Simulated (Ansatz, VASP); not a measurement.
# Pd in VASP and in Ansatz

INCAR

```
SYSTEM = Pd
ALGO = Fast
EDIFF = 1E-6
ENCUT = 520
GGA = PE
ISIF = 2
ISMEAR = -1
LASPH = .True.
LCHARG = .True.
LELF = .True.
LREAL = .False.
LVHAR = .True.
LWAVE = .False.
NBANDS = 11
NELM = 100
PREC = Accurate
SIGMA = 0.05
```

The input KPOINTS:

```
k-points
0
Gamma
  12 12 12
  0 0 0
```

Contents of POSCAR:

```
Pd
1.0
   -1.5991770000      1.5491200000      1.6284520000
    1.6029660000     -1.5085400000      1.5916620000
    1.5779050000      1.4872690000     -1.5878730000
Pd
1
Direct
    0.0129120000     -0.0010450000     -0.0121700000
```

input.yaml

```yaml
crystal:
  lattice:
    - [-1.599177, 1.54912, 1.628452]
    - [1.602966, -1.50854, 1.591662]
    - [1.577905, 1.487269, -1.587873]
  atoms:
    - { symbol: Pd, position: [0.012912, -0.001045, -0.01217] }
kpoints:
  mp_grid: { grid: [12, 12, 12] }
scf:
  occupations: { method: fermi_dirac, width: 0.05 }
hamiltonian:
  xc: pbe
  pseudopotentials: { kind: all_electron, lapw: { basis_error: 0.001 } }
output:
  forces: true
  stress: true
  eigenvalues: true
  populations: true
```

Change from the starting cell: cell strained at random at fixed volume.

Alike in both runs: task single point; functional PBE; k mesh 12 × 12 × 12; occupations fermi-dirac, width 0.05 eV; no spin polarisation.

|  | VASP | Ansatz |
| --- | --- | --- |
| version | VASP 6.6.1 | Ansatz 0.2.0 |
| potentials or method | VASP PAW PBE potentials, release 64 (Pd) | all-electron LAPW, scalar-relativistic |
| plane-wave cutoff (eV) | 520 | see its input |

VASP gave:

* gap on the k mesh at the Fermi level (eV): none
* pressure (GPa): -1.2
* largest component of the traceless stress (GPa): 2.42

Estimate Ansatz's values.

gap on the k mesh at the Fermi level (eV): none; pressure (GPa): -1.1; largest component of the traceless stress (GPa): 2.45.

A gap of «none» marks a metal or a gap that the smearing closes. Ansatz ran all-electron here, so the differences hold the error of VASP's frozen core and of both bases.
